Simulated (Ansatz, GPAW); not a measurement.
# The basis that the transmission of graphene, current along armchair, 2 cells wide; an Al atom over a ring needs

Aim: T(E), conductance and thermopower of graphene, current along armchair, 2 cells wide; an Al atom over a ring, and what cheaper settings cost in accuracy.

Program: GPAW 26.7.0 and Ansatz 0.2.0. Level of theory: Ansatz plane waves; Landauer transmission by layers, zero bias; PAW set soft_1, in the first sound run; inputs show where later runs differ. Results are calculated unless marked as measured.

This is a report of a sequence of runs, with most program output left out.

**1. Starting point**

The cell holds 65 atoms: 64 C and 1 Al. Cell: a = 4.920 Å, b = 12.000 Å, c = 34.087 Å, α = 90.0°, β = 90.0°, γ = 90.0°. Regions: left lead, 24 atoms (24 C); channel, 17 atoms (16 C and 1 Al); right lead, 24 atoms (24 C). Vacuum lies along b. The structure is stacked along c, and the current runs across the ab planes.

**2. Plane waves, r2SCAN**

A plane-wave run comes first: its basis does not favour the atoms, so it serves as the reference for the orbital bases.

The input, input.yaml:

```yaml
crystal:
  lattice:
    - [4.92, 0.0, 0.0]
    - [0.0, 12.0, 0.0]
    - [0.0, 0.0, 34.086759893]
  atoms:
    - { symbol: C, position: [0.0, 0.5, 0.01041875] }
    - { symbol: C, position: [0.5, 0.5, 0.01041875] }
    - { symbol: C, position: [0.0, 0.5, 0.05208125] }
    - { symbol: C, position: [0.5, 0.5, 0.05208125] }
    - { symbol: C, position: [0.25, 0.5, 0.07291875] }
    - { symbol: C, position: [0.75, 0.5, 0.07291875] }
    - { symbol: C, position: [0.25, 0.5, 0.11458125] }
    - { symbol: C, position: [0.75, 0.5, 0.11458125] }
[... 53 atom lines left out ...]
    - { symbol: C, position: [0.25, 0.5, 0.94791875] }
    - { symbol: C, position: [0.75, 0.5, 0.94791875] }
    - { symbol: C, position: [0.25, 0.5, 0.98958125] }
    - { symbol: C, position: [0.75, 0.5, 0.98958125] }
magnetization:
  spin_polarized: true
kpoints:
  mp_grid: { grid: [9, 1, 2] }
hamiltonian:
  xc: r2scan
  pseudopotentials: { kind: paw, azcp: { folder: soft_1 } }
scf:
  occupations: { method: fermi_dirac, width: 0.1 }
output:
  transmission: { leads: [[0, 8]], e_range: [-1, 1], de: 0.05, kmesh: [24, 1] }
  write_potential: true
  write_density: true
  volumetric_format: npy
```

Started as:

```sh
ansatz run input.yaml --threads 4 --pin off --max-ram 12288MiB --backend cpu --events-out ev --progress --plain --runs-dir out
```

Run time: 1.9 h. Hardware: 4 threads of Arm Neoverse V1, shared host; peak memory 10 GiB.

Numbers from this step:

- free energy: -16643.2382 eV
- smearing term TS: 0.1100 eV
- symmetry operations: 2
- lead level: 0 eV from the Fermi level
- transmission at the Fermi level, spin up: 0.07837
- transmission at the Fermi level, spin down: 0.07837
- lead channels, spin up: 0.08333
- lead channels, spin down: 0.08333
- step of the potential along the lead: 90.7 meV
- offset of the lead: 0 Å
- slowest decay of the lead: 0.0386 Å⁻¹

Each spin. Transmission, zone mean against energy, zero at the Fermi level:

| energy (eV) | T, spin up | T, spin down |
| --- | --- | --- |
| -1.000 | 0.200 | 0.200 |
| -0.950 | 0.191 | 0.191 |
| -0.850 | 0.170 | 0.170 |
| -0.800 | 0.159 | 0.159 |
| -0.700 | 0.140 | 0.140 |
| -0.650 | 0.132 | 0.132 |
| -0.600 | 0.121 | 0.121 |
| -0.500 | 0.0913 | 0.0913 |
| -0.450 | 0.0800 | 0.0800 |
| -0.400 | 0.0797 | 0.0797 |
| -0.300 | 0.0792 | 0.0792 |
| -0.250 | 0.0789 | 0.0789 |
| -0.150 | 0.0792 | 0.0792 |
| -0.100 | 0.0787 | 0.0787 |
| -0.050 | 0.0785 | 0.0785 |
| 0.000 | 0.0784 | 0.0784 |
| 0.050 | 0.0783 | 0.0783 |
| 0.100 | 0.0782 | 0.0782 |
| 0.150 | 0.0964 | 0.0964 |
| 0.250 | 0.206 | 0.206 |
| 0.300 | 0.214 | 0.214 |
| 0.400 | 0.221 | 0.220 |
| 0.450 | 0.241 | 0.241 |
| 0.500 | 0.300 | 0.300 |
| 0.600 | 0.312 | 0.312 |
| 0.650 | 0.371 | 0.371 |
| 0.700 | 0.340 | 0.340 |
| 0.750 | 0.423 | 0.423 |
| 0.800 | 0.378 | 0.378 |
| 0.850 | 0.447 | 0.447 |
| 0.950 | 0.527 | 0.527 |
| 1.000 | 0.556 | 0.556 |

Each spin. Table of open channels, zone mean by energy, zero at the Fermi level:

| energy (eV) | channels, spin up | channels, spin down |
| --- | --- | --- |
| -1.000 | 0.417 | 0.417 |
| -0.950 | 0.417 | 0.417 |
| -0.850 | 0.417 | 0.417 |
| -0.800 | 0.333 | 0.333 |
| -0.700 | 0.25 | 0.25 |
| -0.650 | 0.25 | 0.25 |
| -0.600 | 0.25 | 0.25 |
| -0.500 | 0.25 | 0.25 |
| -0.450 | 0.0833 | 0.0833 |
| -0.400 | 0.0833 | 0.0833 |
| -0.300 | 0.0833 | 0.0833 |
| -0.250 | 0.0833 | 0.0833 |
| -0.150 | 0.0833 | 0.0833 |
| -0.100 | 0.0833 | 0.0833 |
| -0.050 | 0.0833 | 0.0833 |
| 0.000 | 0.0833 | 0.0833 |
| 0.050 | 0.0833 | 0.0833 |
| 0.100 | 0.0833 | 0.0833 |
| 0.150 | 0.167 | 0.167 |
| 0.250 | 0.25 | 0.25 |
| 0.300 | 0.25 | 0.25 |
| 0.400 | 0.25 | 0.25 |
| 0.450 | 0.333 | 0.333 |
| 0.500 | 0.417 | 0.417 |
| 0.600 | 0.417 | 0.417 |
| 0.650 | 0.5 | 0.5 |
| 0.700 | 0.5 | 0.5 |
| 0.800 | 0.5 | 0.5 |
| 0.850 | 0.583 | 0.583 |
| 0.950 | 0.667 | 0.667 |
| 1.000 | 0.667 | 0.667 |

At 0.0000 eV from the Fermi level; k in fractions of b1, b2; points that symmetry leaves. k resolved, by row:

| spin | k1 | k2 | weight | t_junction_0 | channels_crystal_0 |
| --- | --- | --- | --- | --- | --- |
| up | 0 | 0 | 0.04167 | 0 | 0 |
| up | 0.04167 | 0 | 0.08333 | 0 | 0 |
| up | 0.08333 | 0 | 0.08333 | 0 | 0 |
| up | 0.125 | 0 | 0.08333 | 0 | 0 |
| up | 0.1667 | 0 | 0.08333 | 0 | 0 |
| up | 0.2083 | 0 | 0.08333 | 0 | 0 |
| up | 0.25 | 0 | 0.08333 | 0 | 0 |
| up | 0.2917 | 0 | 0.08333 | 0 | 0 |
| up | 0.3333 | 0 | 0.08333 | 0.9405 | 1 |
| up | 0.375 | 0 | 0.08333 | 0 | 0 |
| up | 0.4167 | 0 | 0.08333 | 0 | 0 |
| up | 0.4583 | 0 | 0.08333 | 0 | 0 |
| up | 0.5 | 0 | 0.04167 | 0 | 0 |
| dn | 0 | 0 | 0.04167 | 0 | 0 |
| dn | 0.04167 | 0 | 0.08333 | 0 | 0 |
| dn | 0.08333 | 0 | 0.08333 | 0 | 0 |
| dn | 0.125 | 0 | 0.08333 | 0 | 0 |
| dn | 0.1667 | 0 | 0.08333 | 0 | 0 |
| dn | 0.2083 | 0 | 0.08333 | 0 | 0 |
| dn | 0.25 | 0 | 0.08333 | 0 | 0 |
| dn | 0.2917 | 0 | 0.08333 | 0 | 0 |
| dn | 0.3333 | 0 | 0.08333 | 0.9405 | 1 |
| dn | 0.375 | 0 | 0.08333 | 0 | 0 |
| dn | 0.4167 | 0 | 0.08333 | 0 | 0 |
| dn | 0.4583 | 0 | 0.08333 | 0 | 0 |
| dn | 0.5 | 0 | 0.04167 | 0 | 0 |

Crystal 0, spin up, k parallel (0, 0); distinct values, listed up to 1.5 1/Å. Im kz of the slowest decaying states against energy, zero at the Fermi level:

| energy (eV) | decay 1 (Å⁻¹) | decay 2 (Å⁻¹) | decay 3 (Å⁻¹) | decay 4 (Å⁻¹) |
| --- | --- | --- | --- | --- |
| -1.000 | 0.221 | 0.403 | 0.491 | 0.492 |
| -0.850 | 0.223 | 0.412 | 0.491 | 0.491 |
| -0.700 | 0.223 | 0.421 | 0.488 | 0.488 |
| -0.550 | 0.223 | 0.430 | 0.483 | 0.483 |
| -0.450 | 0.223 | 0.435 | 0.479 | 0.479 |
| -0.300 | 0.221 | 0.443 | 0.471 | 0.472 |
| -0.150 | 0.218 | 0.450 | 0.462 | 0.462 |
| 0.000 | 0.214 | 0.451 | 0.451 | 0.457 |
| 0.150 | 0.209 | 0.438 | 0.438 | 0.464 |
| 0.300 | 0.202 | 0.423 | 0.424 | 0.470 |
| 0.450 | 0.195 | 0.406 | 0.407 | 0.476 |
| 0.550 | 0.189 | 0.394 | 0.394 | 0.480 |
| 0.700 | 0.179 | 0.372 | 0.372 | 0.485 |
| 0.850 | 0.167 | 0.347 | 0.347 | 0.490 |
| 1.000 | 0.153 | 0.318 | 0.318 | 0.495 |

Crystal 0, spin dn, k parallel (0, 0); distinct values, listed up to 1.5 1/Å. Im kz of the slowest decaying states against energy, zero at the Fermi level:

| energy (eV) | decay 1 (Å⁻¹) | decay 2 (Å⁻¹) | decay 3 (Å⁻¹) | decay 4 (Å⁻¹) |
| --- | --- | --- | --- | --- |
| -1.000 | 0.221 | 0.403 | 0.491 | 0.492 |
| -0.900 | 0.222 | 0.409 | 0.491 | 0.491 |
| -0.850 | 0.223 | 0.412 | 0.491 | 0.491 |
| -0.750 | 0.223 | 0.418 | 0.489 | 0.489 |
| -0.700 | 0.223 | 0.421 | 0.488 | 0.488 |
| -0.600 | 0.223 | 0.427 | 0.485 | 0.485 |
| -0.500 | 0.223 | 0.432 | 0.481 | 0.481 |
| -0.450 | 0.223 | 0.435 | 0.479 | 0.479 |
| -0.350 | 0.221 | 0.440 | 0.474 | 0.474 |
| -0.300 | 0.221 | 0.443 | 0.471 | 0.472 |
| -0.200 | 0.219 | 0.448 | 0.466 | 0.466 |
| -0.100 | 0.217 | 0.453 | 0.459 | 0.459 |
| -0.050 | 0.215 | 0.455 | 0.455 | 0.455 |
| 0.000 | 0.214 | 0.451 | 0.451 | 0.457 |
| 0.050 | 0.212 | 0.447 | 0.447 | 0.460 |
| 0.100 | 0.210 | 0.443 | 0.443 | 0.462 |
| 0.200 | 0.207 | 0.434 | 0.434 | 0.466 |
| 0.300 | 0.202 | 0.423 | 0.424 | 0.470 |
| 0.350 | 0.200 | 0.418 | 0.418 | 0.472 |
| 0.450 | 0.195 | 0.406 | 0.407 | 0.476 |
| 0.500 | 0.192 | 0.400 | 0.400 | 0.478 |
| 0.600 | 0.186 | 0.387 | 0.387 | 0.482 |
| 0.700 | 0.179 | 0.372 | 0.372 | 0.485 |
| 0.750 | 0.175 | 0.364 | 0.364 | 0.487 |
| 0.850 | 0.167 | 0.347 | 0.347 | 0.490 |
| 0.900 | 0.163 | 0.338 | 0.338 | 0.492 |
| 1.000 | 0.153 | 0.318 | 0.318 | 0.495 |

The electrostatic potential energy of an electron (with the applied field's), less the Fermi level, planar mean oscillates, so the rows of the table below give means over windows of 2.18 Å about each position, cut where the curve ends. Its first 14 maxima inside the range that stand out by 2 % of the span (Å: eV): 1.1: 2.86, 3.1: 2.80, 5.3: 2.79, 7.5: 2.69, 9.5: 2.57, 11.7: 2.41, 13.8: 2.03, 16.0: 0.673, 18.1: 2.08, 20.2: 2.36, 22.4: 2.59, 24.5: 2.69, 26.6: 2.77, 28.8: 2.84. Its first 14 minima: 2.2: 0.357, 4.2: 0.315, 6.4: 0.248, 8.6: 0.164, 10.6: 0.00716, 12.8: -0.224, 15.3: -1.21, 16.6: -1.19, 19.1: -0.210, 21.3: 0.00641, 23.5: 0.153, 25.5: 0.261, 27.7: 0.311, 29.9: 0.353.

The electrostatic potential energy of an electron (with the applied field's), less the Fermi level, planar mean by z; means over each step:

| z (Å) | electrostatic potential energy of an electron (with the applied field's), less the Fermi level, planar mean (eV) |
| --- | --- |
| 1.09 | 1.35 |
| 3.27 | 1.32 |
| 5.45 | 1.27 |
| 7.63 | 1.19 |
| 9.81 | 1.06 |
| 11.99 | 0.865 |
| 14.17 | 0.372 |
| 16.35 | -0.533 |
| 18.53 | 0.648 |
| 20.71 | 0.952 |
| 22.89 | 1.13 |
| 25.07 | 1.24 |
| 27.25 | 1.32 |
| 29.43 | 1.36 |
| 31.61 | 1.39 |
| 33.79 | 1.78 |

The valence density, planar mean (density) oscillates, so the rows of the table below give means over windows of 2.18 Å about each position, cut where the curve ends. Its first 14 maxima inside the range that stand out by 2 % of the span (Å: e/Å³): 2.2: 0.182, 4.2: 0.183, 6.4: 0.183, 8.6: 0.182, 10.6: 0.184, 12.8: 0.184, 15.0: 0.194, 17.0: 0.195, 19.2: 0.183, 21.3: 0.183, 23.5: 0.183, 25.5: 0.182, 27.7: 0.183, 29.9: 0.183. Its first 14 minima: 1.1: 0.0863, 3.1: 0.0867, 5.3: 0.0862, 7.5: 0.0865, 9.5: 0.0865, 11.7: 0.0862, 13.8: 0.0877, 16.0: 0.106, 18.1: 0.0871, 20.2: 0.0868, 22.4: 0.0862, 24.5: 0.0865, 26.6: 0.0865, 28.8: 0.0862.

Valence density, planar mean against z; means over each step:

| z (Å) | density (e/Å³) | rho spin (e/Å³) |
| --- | --- | --- |
| 1.09 | 0.128 | 3.6e-8 |
| 3.27 | 0.128 | 2.0e-8 |
| 5.45 | 0.128 | -3.4e-9 |
| 7.63 | 0.128 | -2.3e-8 |
| 9.81 | 0.128 | -2.5e-8 |
| 11.99 | 0.128 | -1.0e-8 |
| 14.17 | 0.133 | -9.6e-9 |
| 16.35 | 0.144 | 2.1e-8 |
| 18.53 | 0.128 | 1.3e-8 |
| 20.71 | 0.127 | 2.2e-9 |
| 22.89 | 0.127 | 2.3e-8 |
| 25.07 | 0.127 | 2.4e-8 |
| 27.25 | 0.127 | 1.1e-8 |
| 29.43 | 0.127 | -7.4e-9 |
| 31.61 | 0.127 | -2.4e-8 |
| 33.79 | 0.112 | -9.3e-9 |

T at the Fermi level is 0.0784; the potential still steps by 90.7 meV from one lead period to the next, more than the program accepts for a lead, so the cell is too short for a firm reference, and the program's own error estimates apply.

**3. GPAW, dzp**

Localised orbitals split the wire into layers that couple to their neighbours alone, which is what the Green's function method needs; double zeta with polarisation is the usual level for numbers.

This step: GPAW LCAO, PAW setups; Landauer transmission from Green's functions with principal layers (ASE), zero bias (GPAW 26.7.0).

The input, run.py:

```python
import json
import numpy as np
from ase import Atoms
from ase.transport.calculators import TransportCalculator
from gpaw import GPAW, FermiDirac
from gpaw.lcao.tools import get_lcao_hamiltonian
from scipy.linalg import eigh

# The junction with lead layers at both ends, along the third cell vector
device = Atoms(
    ['C', 'C', 'C', 'C', 'C', 'C', 'C', 'C', 'C', 'C', 'C', 'C', 'C', 'C', 'C', 'C', 'C', 'C', 'C', 'C', 'C', 'C', 'C', 'C', 'C', 'C', 'C', 'C', 'C', 'C', 'Al', 'C', 'C', 'C', 'C', 'C', 'C', 'C', 'C', 'C', 'C', 'C', 'C', 'C', 'C', 'C', 'C', 'C', 'C', 'C', 'C', 'C', 'C', 'C', 'C', 'C', 'C', 'C', 'C', 'C', 'C', 'C', 'C', 'C', 'C'],
    positions=[
        [0.00000, 6.00000, 0.35514],
        [2.46000, 6.00000, 0.35514],
        [0.00000, 6.00000, 1.77528],
        [2.46000, 6.00000, 1.77528],
        [1.23000, 6.00000, 2.48556],
        [3.69000, 6.00000, 2.48556],
        [1.23000, 6.00000, 3.90570],
        [3.69000, 6.00000, 3.90570],
        [0.00000, 6.00000, 4.61599],
        [2.46000, 6.00000, 4.61599],
        [0.00000, 6.00000, 6.03613],
        [2.46000, 6.00000, 6.03613],
        [1.23000, 6.00000, 6.74641],
        [3.69000, 6.00000, 6.74641],
        [1.23000, 6.00000, 8.16655],
        [3.69000, 6.00000, 8.16655],
        [0.00000, 6.00000, 8.87683],
        [2.46000, 6.00000, 8.87683],
        [0.00000, 6.00000, 10.29697],
        [2.46000, 6.00000, 10.29697],
        [1.23000, 6.00000, 11.00725],
        [3.69000, 6.00000, 11.00725],
        [1.23000, 6.00000, 12.42739],
        [3.69000, 6.00000, 12.42739],
        [0.00000, 6.00000, 13.13768],
        [2.46000, 6.00000, 13.13768],
        [0.00000, 6.00000, 14.55782],
        [2.46000, 6.00000, 14.55782],
        [1.23000, 6.00000, 15.26810],
        [3.69000, 6.00000, 15.26810],
        [2.46000, 8.05000, 15.97838],
        [1.23000, 6.00000, 16.68824],
        [3.69000, 6.00000, 16.68824],
        [0.00000, 6.00000, 17.39852],
        [2.46000, 6.00000, 17.39852],
        [0.00000, 6.00000, 18.81866],
        [2.46000, 6.00000, 18.81866],
        [1.23000, 6.00000, 19.52894],
        [3.69000, 6.00000, 19.52894],
        [1.23000, 6.00000, 20.94908],
        [3.69000, 6.00000, 20.94908],
        [0.00000, 6.00000, 21.65937],
        [2.46000, 6.00000, 21.65937],
        [0.00000, 6.00000, 23.07951],
        [2.46000, 6.00000, 23.07951],
        [1.23000, 6.00000, 23.78979],
        [3.69000, 6.00000, 23.78979],
        [1.23000, 6.00000, 25.20993],
        [3.69000, 6.00000, 25.20993],
        [0.00000, 6.00000, 25.92021],
        [2.46000, 6.00000, 25.92021],
        [0.00000, 6.00000, 27.34035],
        [2.46000, 6.00000, 27.34035],
        [1.23000, 6.00000, 28.05063],
        [3.69000, 6.00000, 28.05063],
        [1.23000, 6.00000, 29.47077],
        [3.69000, 6.00000, 29.47077],
        [0.00000, 6.00000, 30.18106],
        [2.46000, 6.00000, 30.18106],
        [0.00000, 6.00000, 31.60120],
        [2.46000, 6.00000, 31.60120],
        [1.23000, 6.00000, 32.31148],
        [3.69000, 6.00000, 32.31148],
        [1.23000, 6.00000, 33.73162],
        [3.69000, 6.00000, 33.73162]],
    cell=[[4.92, 0.0, 0.0], [0.0, 12.0, 0.0], [0.0, 0.0, 34.08676]],
    pbc=True,
    magmoms=[0.0, 0.0, 0.0, 0.0, 0.0, 0.0, 0.0, 0.0, 0.0, 0.0, 0.0, 0.0, 0.0, 0.0, 0.0, 0.0, 0.0, 0.0, 0.0, 0.0, 0.0, 0.0, 0.0, 0.0, 0.0, 0.0, 0.5, 0.0, 0.0, 0.0, 0.0, 0.0, 0.0, 0.5, 0.5, 0.0, 0.0, 0.0, 0.0, 0.0, 0.0, 0.0, 0.0, 0.0, 0.0, 0.0, 0.0, 0.0, 0.0, 0.0, 0.0, 0.0, 0.0, 0.0, 0.0, 0.0, 0.0, 0.0, 0.0, 0.0, 0.0, 0.0, 0.0, 0.0, 0.0])

# One principal layer of the lead: the first 16 atoms of the device
lead = Atoms(
    ['C', 'C', 'C', 'C', 'C', 'C', 'C', 'C', 'C', 'C', 'C', 'C', 'C', 'C', 'C', 'C'],
    positions=[
        [0.00000, 6.00000, 0.35514],
        [2.46000, 6.00000, 0.35514],
        [0.00000, 6.00000, 1.77528],
        [2.46000, 6.00000, 1.77528],
        [1.23000, 6.00000, 2.48556],
        [3.69000, 6.00000, 2.48556],
        [1.23000, 6.00000, 3.90570],
        [3.69000, 6.00000, 3.90570],
        [0.00000, 6.00000, 4.61599],
        [2.46000, 6.00000, 4.61599],
        [0.00000, 6.00000, 6.03613],
        [2.46000, 6.00000, 6.03613],
        [1.23000, 6.00000, 6.74641],
        [3.69000, 6.00000, 6.74641],
        [1.23000, 6.00000, 8.16655],
        [3.69000, 6.00000, 8.16655]],
    cell=[[4.92, 0.0, 0.0], [0.0, 12.0, 0.0], [0.0, 0.0, 8.52169]],
    pbc=True,
    magmoms=[0.0, 0.0, 0.0, 0.0, 0.0, 0.0, 0.0, 0.0, 0.0, 0.0, 0.0, 0.0, 0.0, 0.0, 0.0, 0.0])

settings = dict(mode='lcao', basis='dzp', xc='PBE', h=0.2,
                occupations=FermiDirac(0.1), maxiter=250,
                mixer=dict(beta=0.05, nmaxold=8, weight=100.0),
                convergence=dict(density=0.0001))
energies = np.arange(-1, 1 + 1e-9, 0.05)
eta = 0.001
n1, n2 = 24, 1
# k and -k transmit alike, so half of the mesh across the current serves
mesh = [(i, j) for i in range(n1) for j in range(n2) if (i, j) <= (-i % n1, -j % n2)]
weights = np.array([1 if (i, j) == (-i % n1, -j % n2) else 2 for i, j in mesh]) / (n1 * n2)

# [... helper functions left out ...]
fermi_lead = ground_state(lead, (9, 1, 8), 'lead.txt')
fermi_device = ground_state(device, (9, 1, 2), 'device.txt')
# [... loop over the mesh left out, but for ...]
        # Shift the lead onto the potential of the device's first layer
        shift = ((H[:, 0, 0] - H0[:, 0, 0]) / S0[0, 0]).real.mean()
# [...]
kT = 8.617333e-5 * 77
bias = [0.1, 0.2, 0.5, 1.0]
# [... integrals and printing left out ...]
```

Started as:

```sh
OMP_NUM_THREADS=1 OPENBLAS_NUM_THREADS=1 python run.py
```

It took 55 min on 1 thread; peak memory 4.8 GiB.

Numbers from this step:

- conductance: 0.07779 G₀
- largest coupling past the next principal layer: 4.21e-15 eV
- largest misfit of the first principal layer: 0.1557 eV
- shift that aligns the lead: -0.1435 eV
- basis functions of the junction: 845
- basis functions of a principal layer: 208
- transmission at the Fermi level, spin up: 0.07779
- transmission at the Fermi level, spin down: 0.07778

Each spin. The transmission, zone mean by energy, zero at the Fermi level:

| energy (eV) | T, spin up | T, spin down |
| --- | --- | --- |
| -1.000 | 0.211 | 0.211 |
| -0.950 | 0.199 | 0.199 |
| -0.900 | 0.189 | 0.189 |
| -0.850 | 0.179 | 0.179 |
| -0.800 | 0.168 | 0.168 |
| -0.750 | 0.157 | 0.157 |
| -0.700 | 0.146 | 0.146 |
| -0.600 | 0.129 | 0.129 |
| -0.550 | 0.119 | 0.119 |
| -0.500 | 0.105 | 0.105 |
| -0.450 | 0.0871 | 0.0871 |
| -0.400 | 0.0790 | 0.0790 |
| -0.350 | 0.0786 | 0.0786 |
| -0.300 | 0.0783 | 0.0783 |
| -0.250 | 0.0780 | 0.0780 |
| -0.200 | 0.0778 | 0.0778 |
| -0.150 | 0.0737 | 0.0737 |
| -0.100 | 0.0784 | 0.0784 |
| -0.050 | 0.0780 | 0.0780 |
| 0.000 | 0.0778 | 0.0778 |
| 0.050 | 0.0777 | 0.0777 |
| 0.100 | 0.0776 | 0.0776 |
| 0.150 | 0.0927 | 0.0927 |
| 0.200 | 0.189 | 0.189 |
| 0.250 | 0.206 | 0.206 |
| 0.300 | 0.214 | 0.214 |
| 0.350 | 0.218 | 0.218 |
| 0.400 | 0.225 | 0.225 |
| 0.450 | 0.224 | 0.226 |
| 0.500 | 0.306 | 0.306 |
| 0.550 | 0.310 | 0.309 |
| 0.600 | 0.356 | 0.356 |
| 0.700 | 0.409 | 0.409 |
| 0.750 | 0.406 | 0.406 |
| 0.800 | 0.420 | 0.420 |
| 0.850 | 0.498 | 0.499 |
| 0.900 | 0.479 | 0.480 |
| 0.950 | 0.551 | 0.551 |
| 1.000 | 0.544 | 0.544 |

Not self-consistent under bias; the bias window is split evenly. The current through one cell, from the zero-bias transmission by bias:

| bias (V) | current through one cell, from the zero-bias transmission (μA) |
| --- | --- |
| 0.100 | 0.603 |
| 0.200 | 1.21 |
| 0.500 | 3.71 |
| 1.000 | 9.72 |

At the Fermi level; k in fractions of b1, b2. k resolved, by row:

| k1 | k2 | weight | t_up | t_dn |
| --- | --- | --- | --- | --- |
| 0 | 0 | 0.04167 | 3.64e-13 | 3.64e-13 |
| 0.04167 | 0 | 0.08333 | 3.72e-13 | 3.72e-13 |
| 0.08333 | 0 | 0.08333 | 3.99e-13 | 4.00e-13 |
| 0.125 | 0 | 0.08333 | 4.51e-13 | 4.51e-13 |
| 0.1667 | 0 | 0.08333 | 5.29e-13 | 5.30e-13 |
| 0.2083 | 0 | 0.08333 | 4.57e-11 | 4.49e-11 |
| 0.25 | 0 | 0.08333 | 8.06e-9 | 8.05e-9 |
| 0.2917 | 0 | 0.08333 | 2.28e-6 | 2.28e-6 |
| 0.3333 | 0 | 0.08333 | 0.9335 | 0.9333 |
| 0.375 | 0 | 0.08333 | 2.72e-6 | 2.72e-6 |
| 0.4167 | 0 | 0.08333 | 5.00e-7 | 4.97e-7 |
| 0.4583 | 0 | 0.08333 | 2.76e-7 | 2.82e-7 |
| 0.5 | 0 | 0.04167 | 6.32e-9 | 6.37e-9 |

At the Fermi level T is 0.0778 against 0.0784 in plane waves, which used another functional. Couplings past the next layer reach 4.2e-15 eV, small enough to drop; the matrix elements of the cell's first layer differ from the bulk lead's by up to 0.16 eV. That layer keeps its own values in the calculation, and only beyond it is the lead taken as perfect. The Fermi levels of lead and junction count from different zeros of potential, one for each periodic cell; with both set to zero, the small remaining shift is what aligns them. By hand: G = 0.07779 × 77.48 μS = 6.03 μS, a resistance of 166 kΩ; at 0.1 V a linear junction would pass 0.603 μA, and the integral over the bias window gives 0.603 μA.

(Continued in part 2 of 2.)

[Logs are printed without paths, hosts, clocks, repeated set-up lines and the standing remarks that a program may print on its own settings, such as how far it seeks lower states.]

[Hosts, paths, dates, database ids (printed as entryN), source tags and the programs' standing remarks are cut or masked in the printed files.]
